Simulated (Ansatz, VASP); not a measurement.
**One calculation of SrO, two programs**

INCAR

```
SYSTEM = SrO
  PREC = Accurate
  ENCUT = 520
  EDIFF = 1E-7
  ISMEAR = -1
  SIGMA = 0.02
  LREAL = .False.
  LASPH = .True.
  NELM = 60
  ALGO = Normal
  ISIF = 2
  LWAVE = .False.
  LCHARG = .False.
  GGA = PE
  NBANDS = 15
```

Contents of KPOINTS:

```
regular mesh
0
Gamma
  8 8 8
  0 0 0
```

File POSCAR:

```
SrO
1.0
    3.0367740437      0.0000000000      0.0000000000
    0.0000000000      3.0367740437      0.0000000000
    0.0000000000      0.0000000000      3.0367740437
Sr O
1 1
Direct
    0.0000000000      0.0000000000      0.0000000000
    0.5000000000      0.5000000000      0.5000000000
```

Input for Ansatz:

```yaml
crystal:
  lattice:
    - [3.0367740437, 0.0, 0.0]
    - [0.0, 3.0367740437, 0.0]
    - [0.0, 0.0, 3.0367740437]
  atoms:
    - { symbol: Sr, position: [0.0, 0.0, 0.0] }
    - { symbol: O, position: [0.5, 0.5, 0.5] }
kpoints:
  mp_grid: { grid: [8, 8, 8] }
  band_path:
    path:
      - [0.0, 0.0, 0.0]
      - [0.0, 0.5, 0.0]
      - [0.5, 0.5, 0.0]
      - [0.5, 0.5, 0.5]
      - [0.0, 0.5, 0.5]
    npoints: 1
hamiltonian:
  xc: pbe
scf:
  occupations: { method: fermi_dirac, width: 0.02 }
  n_extra_bands: 4
output:
  forces: true
  stress: true
  eigenvalues: true
```

Change from the starting cell: hydrostatic strain -2.1%.

Alike in both runs: task single point; functional PBE; k mesh 8 × 8 × 8; occupations fermi-dirac, width 0.02 eV; no spin polarisation.

|  | VASP | Ansatz |
| --- | --- | --- |
| version | VASP 6.6.1 | Ansatz 0.2.0 |
| potentials or method | VASP PAW PBE potentials, release 64 (Sr_sv, O) | plane waves, PAW |
| plane-wave cutoff (eV) | 520 | 420 |
| valence electrons in the cell | 16 | 16 |

|  | VASP | Ansatz | Ansatz less VASP |
| --- | --- | --- | --- |
| gap on the k mesh at the Fermi level (eV) | 2.73 | 2.80 | +0.064 |
| pressure (GPa) | 11.4 | 10.3 | -1.09 |

The functional is the same, so the differences come from potentials, cutoffs and numerics.

A k mesh can miss the band edges.
